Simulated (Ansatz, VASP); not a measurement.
AlN: VASP beside Ansatz

```
Al N
1.0
     3.11922    0.00000    0.00000
    -1.55961    2.70132    0.00000
     0.00000    0.00000    4.15854
Al N
2 2
Direct
  0.33333 0.66667 0.75000
  0.66667 0.33333 0.25000
  0.33333 0.66667 0.25000
  0.66667 0.33333 0.75000
```

Alike in both runs: task single point; functional PBE; k mesh 9 × 9 × 6; occupations gaussian, width 0.05 eV; no spin polarisation.

|  | VASP | Ansatz |
| --- | --- | --- |
| version | VASP 6.6.1 | Ansatz 0.2.0 |
| potentials or method | VASP PAW PBE potentials, release 64 (Al, N) | scalar-relativistic, plane waves, PAW |
| plane-wave cutoff (eV) | 520 | 520 |
| valence electrons in the cell | 16 | 16 |

Ansatz gave:

| Item | Value |
| --- | --- |
| gap on the k mesh at the Fermi level (eV) | 4.14 |
| least direct gap on the mesh (eV) | 4.14 |

Question: Estimate VASP's values.

Answer: gap on the k mesh at the Fermi level (eV): 4.16; least direct gap on the mesh (eV): 4.16.

Caveats: an odd mesh through Γ misses points on the zone boundary, where band edges often lie.
